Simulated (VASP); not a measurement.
Input of a VASP 6.6.1 run:

Contents of INCAR:

```
PREC = Accurate
ENCUT = 520
EDIFF = 1E-6
ISMEAR = 0
SIGMA = 0.1
LREAL = F
LASPH = T
NELM = 60
ALGO = Normal
ISIF = 2
LWAVE = F
LCHARG = F
GGA = PE
NBANDS = 14
```

Contents of KPOINTS:

```
regular mesh
0
Gamma
  7 7 7
```

File POSCAR:

```
NaI
1.0
    0.0000000000      3.2364000000      3.2364000000
    3.2364000000      0.0000000000      3.2364000000
    3.2364000000      3.2364000000      0.0000000000
I Na
1 1
Cartesian
    3.2364000000      3.2364000000      3.2364000000
    0.0000000000      0.0000000000      0.0000000000
```

Potentials or basis: VASP PAW PBE potentials, release 64 (I, Na_pv).

Run with:

```sh
$ cat potpaw_PBE.64/I/POTCAR potpaw_PBE.64/Na_pv/POTCAR > POTCAR
$ mpirun -np 1 vasp_std > vasp.out
```

Q: What does it give for the band gap on the k mesh?

A: 3.64 eV, direct.

Q: Estimate the pressure.

A: 0.4 GPa.

Caveat: spin-orbit coupling is left out, which moves the levels of the heavy elements.
